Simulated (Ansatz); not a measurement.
**The polar optical mode of MgO at 20 GPa, worked through**

All numbers below come from Ansatz 0.2.0, DFT LDA, scalar-relativistic, plane waves, PAW. Plane waves to 420 eV; Γ-centred k mesh 10×10×10; fixed occupations. No spin polarisation. Phonons by linear response, acoustic sum rule imposed.

The cell, relaxed at 20 GPa:
Space group Fm-3m (No. 225). a = 4.029 Å, b = 4.029 Å, c = 4.029 Å, α = 90.00°, β = 90.00°, γ = 90.00°
| atom | site | symmetry | x | y | z |
| --- | --- | --- | --- | --- | --- |
| Mg | 4a | m-3m | 0.0000 | 0.0000 | 0.0000 |
| O | 4b | m-3m | 0.5000 | 0.0000 | 0.0000 |

Linear response gives ν_TO = 501.3 cm⁻¹, Born charges ±1.928 e (positive on Mg) and ε∞ = 3.095. The primitive cell holds 16.354 Å³, and the masses are 24.305 and 15.999 amu.

Question: Find ν_LO and the static dielectric constant.

Answer: The long-wave field adds a restoring force: ω_LO² − ω_TO² = Z*²e²/(ε_vac ε∞ μV). In these units ν_LO² − ν_TO² = 4.92064×10⁷ Z*²/(μ V ε∞) cm⁻², with μ = m₁m₂/(m₁ + m₂) = 9.648 amu: 374467 cm⁻². So ν_LO = √(501.3² + 374467) = 791.1 cm⁻¹, and the run gives 791.0. Lyddane–Sachs–Teller then gives ε0 = ε∞ (ν_LO/ν_TO)² = 7.71, against 7.71 in the run (it forms both from the same three quantities, so the match checks the arithmetic only). Between ν_TO and ν_LO the dielectric function is negative and an undamped crystal reflects fully: a reststrahlen band from 12.6 to 19.9 μm.

Question: What do the Clausius–Mossotti polarisability and the Szigeti charge come to?

Answer: With the Lorentz local field, α = (3V/4π)(ε∞ − 1)/(ε∞ + 2) = 1.61 Å³ for the pair, and e_S = 3Z*/(ε∞ + 2) = 1.14 e. The Born charge includes the electrons' response to the dipole's own local field, and e_S takes that enhancement out. The Lorentz field assumes point-like polarisable ions, a fair picture at this small ε∞.

Question: How strongly does a slow electron couple to the LO mode?

Answer: For one isotropic parabolic band, Fröhlich's constant is α_F = (1/ε∞ − 1/ε0) √(m* Ry/ħω_LO), with Ry = 13.606 eV, ħω_LO = 98.1 meV and m* in free-electron masses: α_F = 0.1933 × 11.78 × √m* = 2.28 √m*. The band mass isn't part of this run; for m* = 0.1, 0.3 and 1 it gives 0.72, 1.25, 2.28. In weak coupling the polaron lies α_F ħω_LO below the band edge (122 meV at m* = 0.3) with a mass m*(1 + α_F/6); past α_F of about 5 or 6 that expansion fails. A semilocal functional's ε∞ tends to be too large, which taken alone lowers α_F.

Cost: 1 run of about 0.28 core-minutes, on Intel Xeon Processor @ 2.50GHz (Skylake/Cascade Lake) (shared hosts).

The Born charge lies close to the formal ionic charge, as expected for a wide-gap oxide with a nearly filled O 2p shell and little dynamical charge transfer to Mg. That charge, light ions and weak electronic screening together produce the wide LO–TO splitting, and lattice displacement supplies more than half of the static dielectric constant. The much smaller Szigeti charge shouldn't be read as a static ionic charge or as proof of strong covalency: it also absorbs the short-range deformation of the overlapping ions and any departure from the Lorentz field.

Compression normally stiffens the TO mode of a rocksalt oxide through short-range repulsion, so the ionic part of the screening is probably weaker here than at ambient pressure. For electrons, the dispersive, s-like conduction-band minimum of MgO suggests a light mass and a large polaron with weak to intermediate coupling. The estimate doesn't carry over to holes, whose heavy, degenerate O 2p bands violate the single-band picture and may favour short-range self-trapping.
